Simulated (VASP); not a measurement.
**VASP inputs for AgCl (strained measured structure)**

INCAR

```
LREAL = .FALSE.
LCHARG = .FALSE.
LWAVE = .FALSE.
NELM = 120
NSW = 0
SIGMA = 0.01
PREC = Accurate
ENCUT = 520
ISIF = 2
IBRION = -1
EDIFF = 1E-7
ISMEAR = 0
NBANDS = 16
LASPH = .TRUE.
METAGGA = R2SCAN
ALGO = Normal
```

KPOINTS

```
KPOINTS created by Atomic Simulation Environment
0
Gamma
8 8 8
0 0 0
```

KPOINTS_OPT

```
special points
8
Reciprocal
0.0000000000 0.0000000000 0.0000000000 1
0.5000000000 0.0000000000 0.5000000000 1
0.6250000000 0.2500000000 0.6250000000 1
0.3750000000 0.3750000000 0.7500000000 1
0.5000000000 0.5000000000 0.5000000000 1
0.5000000000 0.2500000000 0.7500000000 1
0.0375000000 0.0375000000 0.0750000000 1
0.0000000000 0.0000000000 0.5000000000 1
```

POSCAR

```
Ag Cl
 1.0000000000000000
     0.0000000000000000    2.8056186827000000    2.8056186827000000
     2.8056186827000000    0.0000000000000000    2.8056186827000000
     2.8056186827000000    2.8056186827000000    0.0000000000000000
 Ag  Cl
   1   1
Cartesian
  0.0000000000000000  0.0000000000000000  0.0000000000000000
  2.8056186827000000  2.8056186827000000  2.8056186827000000
```

VASP ran with the recommended PBE PAW datasets (18 valence electrons in the cell).

Question: Estimate the main results of this run.

Answer: gap between bands v and c 1.43 eV; least direct gap 3.43 eV; pressure -1.7 GPa.

Band v is the last that the valence electrons fill when counted band by band, and c is the next. Levels in eV from the top of v:

| point | v−1 | v | c | c+1 |
| --- | --- | --- | --- | --- |
| Γ | -2.24 | -2.24 | 1.43 | 11.35 |
| X | -1.86 | -1.77 | 2.98 | 8.39 |
| K | -1.54 | -0.98 | 4.17 | 7.72 |
| L | 0.00 | 0.00 | 4.79 | 6.97 |
| W | -1.85 | -1.06 | 4.68 | 8.35 |
